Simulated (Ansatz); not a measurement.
# TaN: the cost of one run

Method: DFT PBEsol, scalar-relativistic, plane waves, PAW, in Ansatz 0.2.0.

## (1) The starting structure

Symmetry: P6_3/mmc, No. 194, hexagonal system. The conventional cell has a = 3.048 Å, b = 3.048 Å, c = 4.918 Å, α = 90.00°, β = 90.00°, γ = 120.00°. Ta (site symmetry -3m) has 6 N at 2.15 Å and 2 Ta at 2.46 Å as nearest neighbours. Around N (site symmetry -6m2) lie 6 Ta at 2.15 Å.

Coordinates:

```
CELL_PARAMETERS angstrom
3.04800 0.00000 0.00000
-1.52400 2.63965 0.00000
0.00000 0.00000 4.91800
ATOMIC_POSITIONS crystal
Ta 0.00000 0.00000 0.00000
Ta 0.00000 0.00000 0.50000
N 0.33333 0.66667 0.25000
N 0.66667 0.33333 0.75000
```

Source of the structure: the Crystallography Open Database.

## (2) A first look at the start

Contents of input.yaml:

```yaml
crystal:
  lattice:
    - [3.0480019786, 0.0, 0.0]
    - [-1.5240009893, 2.6396471442, 0.0]
    - [0.0, 0.0, 4.918]
  atoms:
    - { symbol: Ta, position: [0.0, 0.0, 0.0] }
    - { symbol: Ta, position: [0.0, 0.0, 0.5] }
    - { symbol: "N", position: [0.3333333333, 0.6666666667, 0.25] }
    - { symbol: "N", position: [0.6666666667, 0.3333333333, 0.75] }
basis:
  ecutwfc: 420
kpoints:
  mp_grid: { grid: [6, 6, 4] }
hamiltonian:
  xc: pbesol
scf:
  occupations: { method: gaussian, width: 0.1 }
output:
  forces: true
  stress: true
  eigenvalues: true
```

Run with:

```bash
> ansatz run input.yaml --threads 1 --pin off --max-ram 1228MiB --backend cpu --events-out ev --progress --plain --runs-dir out
```

What time and memory should one allow on 1 thread of an x86-64 CPU, shared host?

About 1 s, with a peak of 0.33 GiB.
